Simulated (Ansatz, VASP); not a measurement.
Al: VASP beside Ansatz

```
CELL_PARAMETERS angstrom
1.99809 1.99809 0.00000
-1.99809 1.99809 0.00000
0.00000 0.00000 4.07562
ATOMIC_POSITIONS crystal
Al 0.00000 0.00000 0.00000
Al 0.50000 0.50000 0.50000
```

Change from the starting cell: uniaxial strain along c, a, b and atoms relaxed: +1.5 %.

Alike in both runs: functional PBEsol; k mesh 18 × 18 × 14; occupations gaussian, width 0.1 eV; no spin polarisation.

Ansatz relaxed the structure, and its values are those at the end. VASP's run is a single point on that final structure, the one shown.

|  | VASP | Ansatz |
| --- | --- | --- |
| version | VASP 6.6.1 | Ansatz 0.2.0 |
| potentials or method | VASP PAW PBE potentials, release 64 (Al) | scalar-relativistic, plane waves, PAW |
| plane-wave cutoff (eV) | 520 | 420 |
| valence electrons in the cell | 6 | 6 |

```csv
,VASP,Ansatz,Ansatz less VASP
gap on the k mesh at the Fermi level (eV),none,none,-
pressure (GPa),-0.4,-0.5,-0.06
```

A gap of «none» marks a metal or a gap that the smearing closes.

Caveats: the PAW data sets were made with another functional, which shifts forces and pressure a little (VASP).
